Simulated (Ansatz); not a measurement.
# Pb: the cost of one run

Program: Ansatz 0.2.0. Level of theory: DFT PBEsol, scalar-relativistic, plane waves, PAW. These are calculated values, not measurements.

1 further run of the same task is left out (set aside as unsound or not needed).

### Step 1. The starting structure

The structure is cubic, space group Fm-3m (No. 225). Conventional cell: a = 4.934 Å, b = 4.934 Å, c = 4.934 Å, α = 90.00°, β = 90.00°, γ = 90.00°. Pb (site symmetry m-3m) has 12 Pb at 3.49 Å as nearest neighbours.

Structure file:

```cif
data_structure
_symmetry_space_group_name_H-M 'P 1'
_symmetry_Int_Tables_number 1
_cell_length_a 3.4887
_cell_length_b 3.4887
_cell_length_c 3.4887
_cell_angle_alpha 60.000
_cell_angle_beta 60.000
_cell_angle_gamma 60.000
_cell_volume 30.03
loop_
_atom_site_label
_atom_site_type_symbol
_atom_site_fract_x
_atom_site_fract_y
_atom_site_fract_z
_atom_site_occupancy
Pb1 Pb 0.00000 0.00000 0.00000 1
```

It is the result of an earlier relaxation at this level (volume 30.03 Å³/atom; gap on the mesh: none (metal)).

### Step 2. Building the stripe of 3 rows

A (111) slab of 4 planes in a 6×1 cell, the lower planes held; added atoms sit on lattice sites of the next plane. Energies count from bulk atoms, -11754.9458 eV an atom, and the flat slab, -282115.8145 eV.

The cell holds 27 Pb: a = 20.932 Å, b = 3.489 Å, c = 23.394 Å, α = 90.00°, β = 90.00°, γ = 120.00°.

### Step 3. Relaxing it

input.yaml

```yaml
crystal:
  lattice:
    - [20.932404187, 0.0, 0.0]
    - [-1.7443670156, 3.021332298, 0.0]
    - [0.0, 0.0, 23.3941576328]
  atoms:
    - { symbol: Pb, position: [0.0, 0.0, 0.0641185728] }
    - { symbol: Pb, position: [0.0555555556, 0.6666666667, 0.1858814272] }
    - { symbol: Pb, position: [0.1111111111, 0.3333333333, 0.3076442815] }
    - { symbol: Pb, position: [0.1666666667, 0.0, 0.0641185728] }
    - { symbol: Pb, position: [0.2222222222, 0.6666666667, 0.1858814272] }
    - { symbol: Pb, position: [0.2777777778, 0.3333333333, 0.3076442815] }
    - { symbol: Pb, position: [0.3333333333, 0.0, 0.0641185728] }
    - { symbol: Pb, position: [0.3888888889, 0.6666666667, 0.1858814272] }
    - { symbol: Pb, position: [0.4444444444, 0.3333333333, 0.3076442815] }
    - { symbol: Pb, position: [0.5, 0.0, 0.0641185728] }
    - { symbol: Pb, position: [0.5555555556, 0.6666666667, 0.1858814272] }
    - { symbol: Pb, position: [0.6111111111, 0.3333333333, 0.3076442815] }
    - { symbol: Pb, position: [0.6666666667, 0.0, 0.0641185728] }
    - { symbol: Pb, position: [0.7222222222, 0.6666666667, 0.1858814272] }
    - { symbol: Pb, position: [0.7777777778, 0.3333333333, 0.3076442815] }
    - { symbol: Pb, position: [0.8333333333, 0.0, 0.0641185728] }
    - { symbol: Pb, position: [0.8888888889, 0.6666666667, 0.1858814272] }
    - { symbol: Pb, position: [0.9444444444, 0.3333333333, 0.3076442815] }
    - { symbol: Pb, position: [1.0, 1.0, 0.4294071358] }
    - { symbol: Pb, position: [0.1666666667, 1.0, 0.4294071358] }
    - { symbol: Pb, position: [0.3333333333, 1.0, 0.4294071358] }
    - { symbol: Pb, position: [0.5, 1.0, 0.4294071358] }
    - { symbol: Pb, position: [0.6666666667, 1.0, 0.4294071358] }
    - { symbol: Pb, position: [0.8333333333, 1.0, 0.4294071358] }
    - { symbol: Pb, position: [0.0555555556, 0.6666666667, 0.5511699902] }
    - { symbol: Pb, position: [0.2222222222, 0.6666666667, 0.5511699902] }
    - { symbol: Pb, position: [0.3888888889, 0.6666666667, 0.5511699902] }
basis:
  ecutwfc: 420
kpoints:
  mp_grid: { grid: [2, 12, 1] }
hamiltonian:
  xc: pbesol
scf:
  occupations: { method: gaussian, width: 0.1 }
output:
  forces: true
  eigenvalues: true
  populations: true
  write_density: true
  write_potential: true
  elf: true
  volumetric_format: npy
relax:
  adjacent_minimum: "off"
  f_tol: 0.02
  max_steps: 45
  constraints: [{ sites: [0, 1, 3, 4, 6, 7, 9, 10, 12, 13, 15, 16] }]
efield:
  axis: 3
  dipole_correction: true
  ramp_width: 0.04
```

Command:

```console
$ ansatz run input.yaml --threads 4 --pin off --max-ram 9216MiB --backend cpu --events-out ev --progress --plain --runs-dir out
```

**Question.** How long does this run take on 4 threads of Arm Neoverse V2, shared host, and how much memory does it need?

About 12 min, with a peak of 6.3 GiB.
